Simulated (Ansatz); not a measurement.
Runs of Ansatz 0.2.0 on Bi. The cell holds a slab with vacuum, 3 atoms: a = 4.539 Å, b = 4.539 Å, c = 26.829 Å, α = 90.00°, β = 90.00°, γ = 120.00°. 

```csv
task,level,cell,cutoff (eV),basis error allowed,gap on the mesh (eV),largest force (eV/Å),work function (eV)
single point,PBEsol,as given,63,0.002 eV/atom,none,0.04,(a)
projected density of states,PBE,"the (0 0 1) slab of Bi, cut from the database cell, not relaxed",63,0.002 eV/atom,-,0.03,4.79
single point,PBE,"the (0 0 1) slab of Bi, cut from the database cell, not relaxed",70,0.001 eV/atom,none,0.03,4.79
single point,PBE,as given,63,0.002 eV/atom,none,0.03,4.79
single point,LDA,as given,63,0.002 eV/atom,none,0.05,5.04
```

Alike in all rows: potentials or basis all-electron LAPW, scalar-relativistic; no spin polarisation; k mesh 7 × 7 × 1; smearing fermi-dirac 0.05 eV.

Fill in the values left out.

(a) 4.85.

Caveats: spin-orbit coupling is left out, which moves the levels of the heavy elements.

A k mesh can miss the band edges, and the runs leave out spin-orbit coupling on Bi.

A gap of «none» marks a metal or a gap under the smearing width.
